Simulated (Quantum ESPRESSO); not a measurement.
# Pb (P-1) in Quantum ESPRESSO: convergence with SCF threshold

Aim: find how far SCF threshold must go before the results for Pb settle, at PBE. This setting moves, with any that are tied to it; all else stays.

All numbers are computed with Quantum ESPRESSO 7.5; they aren't measurements. Logs are shortened: lines on timing, memory, paths and dates and some standing lists are left out, and cuts for length are marked.

## (1) The cell of the first run

The typed cell holds 2 atoms: a = 3.480 Å, b = 3.480 Å, c = 5.590 Å, α = 90.00°, β = 90.00°, γ = 120.00°.

This isn't the form of Pb at room conditions, which is fcc.

The cell isn't the ideal one: atoms moved at random, drawn with an rms of 0.02 Å.

## (2) With SCF threshold 0.001 Ry

pw.in

```
&CONTROL
  calculation = 'scf'
  prefix = 'pwscf'
  outdir = './tmp'
  pseudo_dir = './pseudo'
  tprnfor = .true.
  tstress = .true.
  disk_io = 'nowf'
/
&SYSTEM
  ibrav = 0
  nat = 2
  ntyp = 1
  ecutwfc = 56
  nbnd = 21
  occupations = 'smearing'
  smearing = 'fd'
  degauss = 0.00734986
/
&ELECTRONS
  conv_thr = 0.001
  electron_maxstep = 120
  mixing_beta = 0.5
/
ATOMIC_SPECIES
Pb   207.2000 Pb.upf
CELL_PARAMETERS angstrom
   3.4800000000    0.0000000000    0.0000000000
  -1.7400000000    3.0137684052    0.0000000000
   0.0000000000    0.0000000000    5.5900000000
ATOMIC_POSITIONS crystal
Pb     0.6659890000    0.3323520000    0.7477040000
Pb     0.3390970000    0.6661850000    0.2484510000
K_POINTS automatic
8 8 4 0 0 0
```

Potentials or basis: PseudoDojo 0.4.1 SR PBE standard.

On the command line:

```sh
$ OMP_NUM_THREADS=1 pw.x -in pw.in > pw.out
```

It took 57 s on 1 thread of Arm Neoverse N1, shared host; peak memory 0.16 GiB.

Results:

```
Free energy            : -3830.3264 eV
Pressure               : 2.2 GPa
Largest force          : 0.012 eV/Å
Band gap on the k mesh : none (metal or under the smearing width)
```

## (3) With SCF threshold 0.0001 Ry

Edit pw.in of step 2 so:

```diff
@@ -20,3 +20,3 @@
 &ELECTRONS
-  conv_thr = 0.001
+  conv_thr = 0.0001
   electron_maxstep = 120
```

Potentials or basis: PseudoDojo 0.4.1 SR PBE standard.

On the command line:

```sh
$ OMP_NUM_THREADS=1 pw.x -in pw.in > pw.out
```

It took 70 s on 1 thread of Arm Neoverse N1, shared host; peak memory 0.16 GiB.

Results:

| Quantity | Value |
| --- | --- |
| Free energy | -3830.3272 eV |
| Pressure | 4.6 GPa |
| Largest force | 0.025 eV/Å |
| Band gap on the k mesh | none (metal or under the smearing width) |

## (4) With SCF threshold 1e-05 Ry

Edit pw.in of step 3 so:

```diff
@@ -20,3 +20,3 @@
 &ELECTRONS
-  conv_thr = 0.0001
+  conv_thr = 1d-05
   electron_maxstep = 120
```

On the command line:

```sh
$ OMP_NUM_THREADS=1 pw.x -in pw.in > pw.out
```

Wall time 83 s (1 thread of Arm Neoverse N1, shared host); peak memory 0.16 GiB.

Results:

```
Free energy            : -3830.3272 eV
Pressure               : 4.2 GPa
Largest force          : 0.016 eV/Å
Band gap on the k mesh : none (metal or under the smearing width)
```

## (5) With SCF threshold 1e-06 Ry

Edit pw.in of step 4 so:

```diff
@@ -20,3 +20,3 @@
 &ELECTRONS
-  conv_thr = 1d-05
+  conv_thr = 1d-06
   electron_maxstep = 120
```

On the command line:

```sh
$ OMP_NUM_THREADS=1 pw.x -in pw.in > pw.out
```

Run time: 98 s. Hardware: 1 thread of Arm Neoverse N1, shared host; peak memory 0.16 GiB.

What came out:

```
Free energy            : -3830.3272 eV
Pressure               : 4.2 GPa
Largest force          : 0.016 eV/Å
Band gap on the k mesh : none (metal or under the smearing width)
```

## (6) With SCF threshold 1e-07 Ry

Edit pw.in of step 5 so:

```diff
@@ -20,3 +20,3 @@
 &ELECTRONS
-  conv_thr = 1d-06
+  conv_thr = 1d-07
   electron_maxstep = 120
```

Potentials or basis: PseudoDojo 0.4.1 SR PBE standard.

On the command line:

```sh
$ OMP_NUM_THREADS=1 pw.x -in pw.in > pw.out
```

It took 1.9 min on 1 thread of Arm Neoverse N1, shared host; peak memory 0.16 GiB.

It converged, with:

```
Free energy            : -3830.3272 eV
Pressure               : 4.3 GPa
Largest force          : 0.013 eV/Å
Band gap on the k mesh : none (metal or under the smearing width)
```

## (7) With SCF threshold 1e-08 Ry

Edit pw.in of step 6 so:

```diff
@@ -20,3 +20,3 @@
 &ELECTRONS
-  conv_thr = 1d-07
+  conv_thr = 1d-08
   electron_maxstep = 120
```

On the command line:

```sh
$ OMP_NUM_THREADS=1 pw.x -in pw.in > pw.out
```

Run time: 2.1 min. Hardware: 1 thread of Arm Neoverse N1, shared host; peak memory 0.16 GiB.

The run converged. Its results:

| Quantity | Value |
| --- | --- |
| Free energy | -3830.3272 eV |
| Pressure | 4.2 GPa |
| Largest force | 0.012 eV/Å |
| Band gap on the k mesh | none (metal or under the smearing width) |

## (8) With SCF threshold 1e-10 Ry

Edit pw.in of step 7 so:

```diff
@@ -20,3 +20,3 @@
 &ELECTRONS
-  conv_thr = 1d-08
+  conv_thr = 1d-10
   electron_maxstep = 120
```

On the command line:

```sh
$ OMP_NUM_THREADS=1 pw.x -in pw.in > pw.out
```

Run time: 2.3 min. Hardware: 1 thread of Arm Neoverse N1, shared host; peak memory 0.16 GiB.

The run converged. Its results:

```
Free energy            : -3830.3272 eV
Pressure               : 4.2 GPa
Largest force          : 0.013 eV/Å
Band gap on the k mesh : none (metal or under the smearing width)
```

## (9) With SCF threshold 1e-12 Ry

Edit pw.in of step 8 so:

```diff
@@ -20,3 +20,3 @@
 &ELECTRONS
-  conv_thr = 1d-10
+  conv_thr = 1d-12
   electron_maxstep = 120
```

Potentials or basis: PseudoDojo 0.4.1 SR PBE standard.

On the command line:

```sh
$ OMP_NUM_THREADS=1 pw.x -in pw.in > pw.out
```

pw.out:

```text
This program is part of the open-source Quantum ESPRESSO suite
     for quantum simulation of materials; please cite
[... 6 lines left out ...]
     --------------------
     sticks:   dense  smooth     PW     G-vecs:    dense   smooth      PW
     Sum         673     673    199                22467    22467    3669

     Using Slab Decomposition

     bravais-lattice index     =            0
     lattice parameter (alat)  =       6.5762  a.u.
     unit-cell volume          =     395.6376 (a.u.)^3
     number of atoms/cell      =            2
     number of atomic types    =            1
     number of electrons       =        28.00
     number of Kohn-Sham states=           21
     kinetic-energy cutoff     =      56.0000  Ry
     charge density cutoff     =     224.0000  Ry
     scf convergence threshold =      1.0E-12
     mixing beta               =       0.5000
     number of iterations used =            8  plain     mixing
     Exchange-correlation= PBE
                           (   1   4   3   4   0   0   0)

     celldm(1)=   6.576247  celldm(2)=   0.000000  celldm(3)=   0.000000
     celldm(4)=   0.000000  celldm(5)=   0.000000  celldm(6)=   0.000000

     crystal axes: (cart. coord. in units of alat)
               a(1) = (   1.000000   0.000000   0.000000 )
               a(2) = (  -0.500000   0.866025   0.000000 )
               a(3) = (   0.000000   0.000000   1.606322 )

     reciprocal axes: (cart. coord. in units 2 pi/alat)
               b(1) = (  1.000000  0.577350 -0.000000 )
               b(2) = (  0.000000  1.154701  0.000000 )
               b(3) = (  0.000000 -0.000000  0.622540 )

     PseudoPot. # 1 for Pb read from file:
     Pb.upf
     Pseudo is Norm-conserving + core correction, Zval = 14.0
     Generated using ONCVPSP code by D. R. Hamann
     Using radial grid of 1678 points,  6 beta functions with:
                l(1) =   0
                l(2) =   0
                l(3) =   1
                l(4) =   1
                l(5) =   2
                l(6) =   2

     atomic species   valence    mass     pseudopotential
     Pb               14.00   207.20000     Pb( 1.00)

     No symmetry found

   Cartesian axes

     site n.     atom                  positions (alat units)
         1        Pb     tau(   1) = (   0.4998130   0.2878253   1.2010533  )
         2        Pb     tau(   2) = (   0.0060045   0.5769331   0.3990923  )

     number of k points=   132  Fermi-Dirac smearing, width (Ry)=  0.0073

     Number of k-points >= 100: set verbosity='high' to print them.

     Dense  grid:    22467 G-vectors     FFT dimensions: (  32,  32,  54)

     Initial potential from superposition of free atoms

     starting charge      27.9957, renormalised to      28.0000
     Starting wfcs are   18 randomized atomic wfcs +    3 random wfcs

     Self-consistent Calculation

     iteration #  1     ecut=    56.00 Ry     beta= 0.50
     Davidson diagonalization with overlap
     ethr =  1.00E-02,  avg # of iterations =  4.3

     Threshold (ethr) on eigenvalues was too large:
     Diagonalizing with lowered threshold

     Davidson diagonalization with overlap
     ethr =  1.75E-05,  avg # of iterations =  7.3

     total energy              =    -281.52314778 Ry
     estimated scf accuracy    <       0.00510941 Ry

     iteration #  2     ecut=    56.00 Ry     beta= 0.50
     Davidson diagonalization with overlap
     ethr =  1.82E-05,  avg # of iterations =  2.0

     total energy              =    -281.52380629 Ry
     estimated scf accuracy    <       0.00033155 Ry

     iteration #  3     ecut=    56.00 Ry     beta= 0.50
     Davidson diagonalization with overlap
     ethr =  1.18E-06,  avg # of iterations =  3.1

     total energy              =    -281.52385569 Ry
     estimated scf accuracy    <       0.00003442 Ry

     iteration #  4     ecut=    56.00 Ry     beta= 0.50
     Davidson diagonalization with overlap
     ethr =  1.23E-07,  avg # of iterations =  1.9

     total energy              =    -281.52385761 Ry
     estimated scf accuracy    <       0.00000126 Ry

     iteration #  5     ecut=    56.00 Ry     beta= 0.50
     Davidson diagonalization with overlap
     ethr =  4.50E-09,  avg # of iterations =  2.2

     total energy              =    -281.52385800 Ry
     estimated scf accuracy    <       0.00000015 Ry

     iteration #  6     ecut=    56.00 Ry     beta= 0.50
     Davidson diagonalization with overlap
     ethr =  5.27E-10,  avg # of iterations =  2.1

     total energy              =    -281.52385803 Ry
     estimated scf accuracy    <       0.00000003 Ry

     iteration #  7     ecut=    56.00 Ry     beta= 0.50
     Davidson diagonalization with overlap
     ethr =  1.11E-10,  avg # of iterations =  1.2

     total energy              =    -281.52385803 Ry
     estimated scf accuracy    <          1.1E-09 Ry

     iteration #  8     ecut=    56.00 Ry     beta= 0.50
     Davidson diagonalization with overlap
     ethr =  4.04E-12,  avg # of iterations =  2.1

     total energy              =    -281.52385803 Ry
     estimated scf accuracy    <          3.1E-11 Ry

     iteration #  9     ecut=    56.00 Ry     beta= 0.50
     Davidson diagonalization with overlap
     ethr =  1.09E-13,  avg # of iterations =  2.4

     total energy              =    -281.52385803 Ry
     estimated scf accuracy    <          9.5E-12 Ry

     iteration # 10     ecut=    56.00 Ry     beta= 0.50
     Davidson diagonalization with overlap
     ethr =  1.00E-13,  avg # of iterations =  1.0

     End of self-consistent calculation

     Number of k-points >= 100: set verbosity='high' to print the bands.

     the Fermi energy is    12.0563 ev

!    total energy              =    -281.52385803 Ry
     estimated scf accuracy    <          8.0E-14 Ry
     smearing contrib. (-TS)   =      -0.00342898 Ry
     internal energy E=F+TS    =    -281.52042905 Ry

     The total energy is F=E-TS. E is the sum of the following terms:
     one-electron contribution =     -56.44561671 Ry
     hartree contribution      =      49.23558508 Ry
     xc contribution           =     -80.01407419 Ry
     ewald contribution        =    -194.29632324 Ry

     convergence has been achieved in  10 iterations

     Forces acting on atoms (cartesian axes, Ry/au):

     atom    1 type  1   force =     0.00029289    0.00000189    0.00040254
     atom    2 type  1   force =    -0.00029289   -0.00000189   -0.00040254

     Total force =     0.000704     Total SCF correction =     0.000000

     Computing stress (Cartesian axis) and pressure

          total   stress  (Ry/bohr**3)                   (kbar)     P=       42.38
   0.00029601  -0.00000532   0.00000013           43.54       -0.78        0.02
  -0.00000532   0.00029675   0.00000001           -0.78       43.65        0.00
   0.00000013   0.00000001   0.00027150            0.02        0.00       39.94

=------------------------------------------------------------------------------=
   JOB DONE.
=------------------------------------------------------------------------------=
```

Run time: 2.7 min. Hardware: 1 thread of Arm Neoverse N1, shared host; peak memory 0.16 GiB.

Results:

| Quantity | Value |
| --- | --- |
| Free energy | -3830.3272 eV |
| Pressure | 4.2 GPa |
| Largest force | 0.013 eV/Å |
| Band gap on the k mesh | none (metal or under the smearing width) |

## (10) Summary

| SCF threshold | energy less the tightest run, at zero smearing (meV/atom) | pressure (GPa) | largest force (eV/Å) | SCF cycles | CPU time (s) | peak memory (GiB) |
| --- | --- | --- | --- | --- | --- | --- |
| 0.001 Ry | 0.41 | 2.19 | 0.012 | 2 | 57 | 0.16 |
| 0.0001 Ry | 0.01 | 4.57 | 0.025 | 3 | 70 | 0.16 |
| 1e-05 Ry | 0.00 | 4.22 | 0.016 | 4 | 83 | 0.16 |
| 1e-06 Ry | 0.00 | 4.19 | 0.016 | 5 | 98 | 0.16 |
| 1e-07 Ry | 0.00 | 4.25 | 0.013 | 6 | 110 | 0.16 |
| 1e-08 Ry | 0.00 | 4.25 | 0.012 | 7 | 130 | 0.16 |
| 1e-10 Ry | 0.00 | 4.24 | 0.013 | 8 | 140 | 0.16 |
| 1e-12 Ry | 0.00 | 4.24 | 0.013 | 10 | 160 | 0.16 |

Against the tightest run, the energy stays within 1 meV/atom from 0.001 Ry on; the pressure stays within 0.1 GPa from 1e-05 Ry on; the largest force stays within 0.005 eV/Å from 1e-05 Ry on. The tightest run that finished is the yardstick and may itself not be fully converged.
